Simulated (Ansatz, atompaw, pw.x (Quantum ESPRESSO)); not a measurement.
**What a changed setting does to a pw.x run (diamond Li)**

Potential: PAW, atompaw 4.2.0.5, PBE; core [He], reference 2s1 2p0; waves: 2s (bound): rc 2.40 bohr; 2s channel at 0.15 Ry: rc 3.00 bohr; 2p (bound, empty): rc 3.00 bohr; 2p channel at 1.6 Ry: rc 3.00 bohr; 3d channel at 0.3 Ry: rc 3.00 bohr; 3d channel at 1.95 Ry: rc 3.00 bohr; local part: troulliermartins scheme with l = 3 at 0 Ry, radius 2.90 bohr; core correction: smooth core density matched at 2.10 bohr; augmentation: besselshape compensation charge, radius 2.80 bohr; PAW radius 3.00 bohr; waves and projectors: custom rrkj gramschmidtortho.

The reference run (k-mesh 8³, cutoffs 40/400 Ry, Fermi–Dirac 0.01 Ry, mixing_beta 0.4, conv_thr 1e-9, no spin) gives -0.00 GPa at 26.165 Å³/atom, where all-electron LAPW gives -0.02 GPa. This run, with its own iteration cap, changes conv_thr to 1.0, a wrong or extreme entry chosen on purpose.

```
&control
  calculation='scf', prefix='x', pseudo_dir='./', outdir='./tmp', tstress=.true., disk_io='none'
/
&system
  ibrav=0, nat=2, ntyp=1, ecutwfc=40, ecutrho=400, nbnd=8,
  occupations='smearing', smearing='fd', degauss=0.01
/
&electrons
  conv_thr=1, mixing_beta=0.4, electron_maxstep=70
/
ATOMIC_SPECIES
Li 1.0 Li.UPF
CELL_PARAMETERS angstrom
  0.00000000 2.96874968 2.96874968
  2.96874968 0.00000000 2.96874968
  2.96874968 2.96874968 0.00000000
ATOMIC_POSITIONS crystal
Li 0.0000 0.0000 0.0000
Li 0.2500 0.2500 0.2500
K_POINTS automatic
8 8 8 0 0 0
```

```bash
pw.x < Li.scf.in > Li.scf.out
```

Question: How does the run end?

Answer: It converges in 1 iterations; the free energy moves by +1.0 meV/atom and the pressure by +0.16 GPa. The result is not a property of the crystal.

```
Message from routine setup:
     using ibrav=0 with symmetry is DISCOURAGED, use correct ibrav instead
     lattice parameter (alat)  =       7.9339  a.u.
     unit-cell volume          =     353.1403 (a.u.)^3
     number of electrons       =         2.00
     number of Kohn-Sham states=            8
     kinetic-energy cutoff     =      40.0000  Ry
     charge density cutoff     =     400.0000  Ry
     scf convergence threshold =      1.0E+00
     Exchange-correlation= SLA PW PBX PBC
     number of k points=    29  Fermi-Dirac smearing, width (Ry)=  0.0100
     iteration #  1     ecut=    40.00 Ry     beta= 0.40
     the Fermi energy is    -0.0312 ev
!    total energy              =      -7.60487460 Ry
     estimated scf accuracy    <       0.00050310 Ry
     smearing contrib. (-TS)   =      -0.00367980 Ry
     convergence has been achieved in   1 iterations
          total   stress  (Ry/bohr**3)                   (kbar)     P=        1.57
     Message from routine punch:
     Nothing written, as per user request (disk_io='none')
```

The run took about 10 s on one core of a shared server CPU.
